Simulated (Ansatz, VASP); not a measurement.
# Nb: VASP beside Ansatz

File INCAR:

```
ALGO = Normal
EDIFF = 1E-6
ENCUT = 520
GGA = PE
ISIF = 2
ISMEAR = -1
LASPH = T
LCHARG = F
LREAL = F
LWAVE = F
NBANDS = 12
NELM = 80
PREC = Accurate
SIGMA = 0.05
```

The input KPOINTS:

```
k-points
0
Gamma
  16 16 16
```

POSCAR

```
Nb
1.0
   -1.6639500000      1.6639500000      1.6639500000
    1.6639500000     -1.6639500000      1.6639500000
    1.6639500000      1.6639500000     -1.6639500000
Nb
1
Direct
    0.0000000000      0.0000000000      0.0000000000
```

Input for Ansatz:

```yaml
crystal:
  lattice:
    - [-1.66395, 1.66395, 1.66395]
    - [1.66395, -1.66395, 1.66395]
    - [1.66395, 1.66395, -1.66395]
  atoms:
    - { symbol: Nb, position: [0.0, 0.0, 0.0] }
kpoints:
  mp_grid: { grid: [16, 16, 16] }
scf:
  occupations: { method: fermi_dirac, width: 0.05 }
  lower_state_search: "off"
hamiltonian:
  xc: pbe
  pseudopotentials: { kind: paw }
output:
  forces: true
  stress: true
  eigenvalues: true
  populations: true
  dos: { projected: true, de: 0.1, e_range: [-8, 5] }
```

Alike in both runs: task single point; functional PBE; k mesh 16 × 16 × 16; occupations fermi-dirac, width 0.05 eV; no spin polarisation.

|  | VASP | Ansatz |
| --- | --- | --- |
| version | VASP 6.6.1 | Ansatz 0.2.0 |
| potentials or method | VASP PAW PBE potentials, release 64 (Nb_sv) | PAW with Ansatz's default frozen-core files, scalar-relativistic |
| plane-wave cutoff (eV) | 520 | 420 |
| valence electrons in the cell | 13 | 13 |

|  | VASP | Ansatz | Ansatz less VASP |
| --- | --- | --- | --- |
| pressure (GPa) | -3.1 | -2.8 | +0.32 |

With one functional, cell and mesh, what is left measures potentials, basis and numerics.
